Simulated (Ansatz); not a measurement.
# BaO: the cost of one run

Program: Ansatz 0.2.0. Level of theory: DFT LDA, scalar-relativistic. These are calculated values, not measurements.

### 1 The structure to begin with

Symmetry: Fm-3m, No. 225, cubic system. Conventional cell: a = 5.500 Å, b = 5.500 Å, c = 5.500 Å, α = 90.00°, β = 90.00°, γ = 90.00°. Ba (site symmetry m-3m) is surrounded by 6 O at 2.75 Å. O (site symmetry m-3m) has 6 Ba at 2.75 Å as nearest neighbours.

Structure file:

```
Ba O
1.0
     0.00000    2.75000    2.75000
     2.75000    0.00000    2.75000
     2.75000    2.75000    0.00000
Ba O
1 1
Direct
  0.00000 0.00000 0.00000
  0.50000 0.50000 0.50000
```

Structure: COD 5910030, as refined from experiment and not relaxed.

Atoms are numbered in the order of the input: Ba1, O2.

### 2 Volume × 0.9405, LAPW

input.yaml

```yaml
crystal:
  lattice:
    - [0.0, 2.6943393494, 2.6943393494]
    - [2.6943393494, 0.0, 2.6943393494]
    - [2.6943393494, 2.6943393494, 0.0]
  atoms:
    - { symbol: Ba, position: [0.0, 0.0, 0.0] }
    - { symbol: O, position: [0.5, 0.5, 0.5] }
kpoints:
  mp_grid: { grid: [8, 8, 8] }
scf:
  occupations: { method: fermi_dirac, width: 0.02 }
hamiltonian:
  xc: lda
  pseudopotentials: { kind: all_electron, lapw: { basis_error: 0.0005 } }
output:
  forces: true
  stress: true
  eigenvalues: true
```

Run with:

```
> ansatz run input.yaml --threads 1 --pin off --max-ram 3072MiB --backend cpu --events-out ev --progress --plain --runs-dir out
```

**Question.** How long does this run take on 1 thread of Intel Xeon 6975P-C (Granite Rapids), shared host, and how much memory does it need?

About 3.3 s, with a peak of 0.31 GiB.
